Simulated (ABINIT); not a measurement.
Ru: single point with PBE

Ru:

```
Ru
1.0
     2.70580    0.00000    0.00000
    -1.35290    2.34329    0.00000
     0.00000    0.00000    4.28190
Ru
2
Direct
  0.67236 0.34385 0.74518
  0.32157 0.68043 0.24367
```

The cell isn't the ideal one: atoms moved at random, drawn with an rms of 0.05 Å.

```
Program             : ABINIT 10.8.3 (patched build)
Task                : single point
Functional          : PBE
Potentials or basis : JTH PAW PBE v2.0
Cutoff              : 408 eV
k mesh              : 11 × 11 × 6
Occupations         : fermi-dirac, width 0.05 eV
Spin                : no spin polarisation
```

```json
{"Pressure": "4.4 GPa", "Largest force": "0.346 eV/Å", "Band gap on the k mesh": "none (metal or under the smearing width)", "Valence electrons inside the program's atomic spheres": "Ru 13.72 (radii [1.1697] Å)"}
```

Forces in eV/Å, atoms in the order of the input:
```
Ru  -0.332  0.046 -0.082
Ru   0.332 -0.046  0.082
```

Stress tensor (GPa, compression positive):
```
4.08 1.04 0.05
1.04 4.58 0.01
0.05 0.01 4.63
```

Levels at points of the mesh, in eV from the Fermi level:
```tsv
k point	band 12	band 13	band 14	band 15	band 16	band 17	band 18	band 19	band 20
(0.00, 0.00, 0.00)	-2.50	-2.41	-1.89	-1.80	-1.49	-1.17	1.05	1.41	1.42
(0.00, 0.00, 0.50)	-2.74	-2.69	-2.68	-2.66	-2.61	0.52	0.55	0.64	0.66
```

Wall time 80 s on 1 thread of Arm Neoverse V2, with other jobs on the host, peak memory 0.19 GiB.
